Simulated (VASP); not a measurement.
Crystal: TiSi2.

```xyz
6
Lattice="0.0000 4.1175 4.2629 2.3895 0.0000 4.2629 2.3895 4.1175 0.0000" Properties=species:S:1:pos:R:3 pbc="T T T"
Ti    3.5843    6.1763    6.3943
Ti    2.3895    4.1175    4.2629
Si    1.1948    3.3975    2.1314
Si    1.1948    0.7200    2.1314
Si    2.3895    1.3387    4.2629
Si    2.3895    6.8963    4.2629
```

The cell is a database's computed one.

- Program: VASP 6.6.1
- Task: relaxation of cell and atoms
- Functional: PBEsol
- Dispersion: D3(BJ)
- Potentials or basis: VASP PAW PBE potentials, release 64 (Ti_sv, Si)
- Cutoff: 600 eV
- k mesh: 7 × 7 × 7
- Occupations: fermi-dirac, width 0.05 eV
- Spin: no spin polarisation

At the start: pressure -7.6 GPa; volume 13.98 Å³/atom.

Task: How do energy, volume and symmetry change on relaxing?

Result: Over 10 steps the energy falls by 18.6 meV/atom and the volume is 13.27 Å³/atom (-5.1 %); space group Fddd (No. 70, to 0.05 Å).

Step by step:
```
step  energy change (eV)  largest force (eV/Å)  pressure (GPa)  volume (Å³)
   1              0.0000                0.0509           -7.57        83.88
   2             -0.0210                0.0944            8.41        76.12
   3             -0.1072                0.0733            0.11        79.65
   4             -0.1071                0.0737            0.29        79.57
   5             -0.1102                0.0336            0.13        79.50
   6             -0.1109                0.0460            0.18        79.52
   7             -0.1112                0.0282           -0.12        79.66
   8             -0.1112                0.0203           -0.26        79.73
   9             -0.1112                0.0240           -0.23        79.70
  10             -0.1114                0.0074           -0.07        79.63
```

Final structure:
```
Ti Si
1.0
     0.00000    4.02145    4.21605
     2.34837    0.00000    4.21605
     2.34837    4.02145    0.00000
Ti Si
2 4
Direct
  0.75000 0.75000 0.75000
  0.50000 0.50000 0.50000
  0.41359 0.08641 0.41359
  0.08641 0.41359 0.08641
  0.16359 0.83641 0.16359
  0.83641 0.16359 0.83641
```

Caveat: the PAW data sets were made with another functional, which shifts forces and pressure a little; pairwise dispersion overbinds metals, which lowers pressure and volume.
